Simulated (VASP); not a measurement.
**AlP: single point with PBEsol**

**Experimental background.**

From a printed reference work, data compilation, for a bulk crystal of AlP at 4.2 K: band gap 2.505 eV (indirect).

The system is AlP.

```xyz
2
Lattice="0.0000 -2.7352 -2.7352 2.7352 0.0000 -2.7352 2.7352 -2.7352 0.0000" Properties=species:S:1:pos:R:3 pbc="T T T"
Al    0.0000    0.0000    0.0000
P     4.1028   -4.1028   -4.1028
```

```
Program             : VASP 6.6.1
Task                : single point
Functional          : PBEsol
Potentials or basis : VASP PAW PBE potentials, release 64 (Al, P)
Cutoff              : 520 eV
k mesh              : 8 × 8 × 8
Occupations         : gaussian, width 0.02 eV
Spin                : no spin polarisation
```

```json
{
  "Pressure": "0.0 GPa",
  "Band gap on the k mesh": "1.45 eV, indirect (least direct gap 3.16 eV)"
}
```

Levels at points of the mesh, in eV from the valence-band top:
```tsv
k point	band 2	band 3	band 4	band 5	band 6	band 7
(0.00, 0.00, 0.00)	0.00	0.00	0.00	3.16	4.50	4.50
(0.50, 0.00, 0.00)	-5.56	-0.76	-0.76	2.71	4.75	4.75
(0.50, 0.50, 0.00)	-5.32	-2.11	-2.11	1.45	2.37	10.94
```

It took 6.8 s on 1 thread of Intel(R) Xeon(R) 6975P-C (Granite Rapids), with other jobs on the host, peak memory 0.16 GiB.

Against the measured gap of AlP, 2.505 eV (indirect; 4.2 K; a printed reference work, data compilation), the calculated 1.45 eV is off by -1.06 eV. The value is that of PBEsol on a finite k mesh, which can miss the band edges, without temperature or zero-point motion. Semilocal functionals fall short of measured gaps as a rule.

Caveat: the PAW data sets were made with another functional, which shifts forces and pressure a little.
